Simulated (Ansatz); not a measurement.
# Hf (Hf, simple cubic): the cost of one run

Computed with Ansatz 0.2.0 (DFT PBE, plane waves (420 eV) with PAW, scalar-relativistic, unless a step says otherwise).

## (1) The system as given

The structure is cubic, space group Pm-3m (No. 221). The conventional cell has a = 2.891 Å, b = 2.891 Å, c = 2.891 Å, α = 90.00°, β = 90.00°, γ = 90.00°. Around Hf (site symmetry m-3m) lie 6 Hf at 2.89 Å.

Structure file:

```cif
data_structure
_symmetry_space_group_name_H-M 'P 1'
_symmetry_Int_Tables_number 1
_cell_length_a 2.8913
_cell_length_b 2.8913
_cell_length_c 2.8913
_cell_angle_alpha 90.000
_cell_angle_beta 90.000
_cell_angle_gamma 90.000
_cell_volume 24.17
loop_
_atom_site_label
_atom_site_type_symbol
_atom_site_fract_x
_atom_site_fract_y
_atom_site_fract_z
_atom_site_occupancy
Hf1 Hf 0.00000 0.00000 0.00000 1
```

## (2) Geometry optimisation

Input file input.yaml:

```yaml
crystal:
  lattice:
    - [2.8913220498, 0.0, 0.0]
    - [0.0, 2.8913220498, 0.0]
    - [0.0, 0.0, 2.8913220498]
  atoms:
    - { symbol: Hf, position: [0.0, 0.0, 0.0] }
hamiltonian:
  xc: pbe
  pseudopotentials:
    kind: paw
    azcp:
      Hf: "pseudopotentials/Hf.paw.azcp"
basis:
  ecutwfc: 420
  fft_grid_basis: typed
kpoints:
  mp_grid: { grid: [11, 11, 11], shift: [0, 0, 0] }
magnetization:
  spin_polarized: false
scf:
  occupations: { method: fermi_dirac, width: 0.1 }
relax:
  max_steps: 60
  f_tol: 0.01
  cell: {}
```

Q: Estimate wall time and peak memory on 1 thread of an x86-64 CPU, shared host.

About 13 s, with a peak of 0.49 GiB.
